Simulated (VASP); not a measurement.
# C: relaxation of cell and atoms with PBE+D3(BJ)

C, a slab with vacuum:

```xyz
2
Lattice="2.4661 0.0000 0.0000 -1.2331 2.1357 0.0000 0.0000 0.0000 18.0000" Properties=species:S:1:pos:R:3 pbc="T T T"
C     0.0000    0.0000    9.0000
C     1.2331    0.7119    9.0000
```

- Program: VASP 6.6.1
- Task: relaxation of cell and atoms
- Functional: PBE
- Dispersion: D3(BJ)
- Potentials or basis: VASP PAW PBE potentials, release 64 (C)
- Cutoff: 600 eV
- k mesh: 15 × 15 × 1
- Occupations: gaussian, width 0.03 eV
- Spin: no spin polarisation
- Further INCAR settings: ALGO = Normal; EDIFF = 1e-07; IBRION = 2; EDIFFG = -0.005; NSW = 90; ISIF = 3

| Property | Result |
| --- | --- |
| Band gap on the k mesh | none (metal or under the smearing width) |
| Dispersion energy per atom | -0.089 eV |

Final structure:
```cif
data_structure
_symmetry_space_group_name_H-M 'P 1'
_symmetry_Int_Tables_number 1
_cell_length_a 2.4661
_cell_length_b 2.4661
_cell_length_c 18.0000
_cell_angle_alpha 90.000
_cell_angle_beta 90.000
_cell_angle_gamma 120.000
_cell_volume 94.80
loop_
_atom_site_label
_atom_site_type_symbol
_atom_site_fract_x
_atom_site_fract_y
_atom_site_fract_z
_atom_site_occupancy
C1 C 0.00000 0.00000 0.50000 1
C2 C 0.66667 0.33333 0.50000 1
```

Levels at points of the mesh, in eV from the Fermi level:
```csv
k point,band 1,band 2,band 3,band 4,band 5,band 6,band 7,band 8
"(0.00, 0.00, 0.00)",-19.52,-7.62,-3.05,-3.05,3.26,4.08,4.50,5.69
```

Wall time 13 s on 2 MPI ranks on Intel(R) Xeon(R) Platinum 8488C (Sapphire Rapids) (shared host), peak memory 0.21 GiB a rank.

Caveat: the relaxation stopped at its first step, so nothing moved.
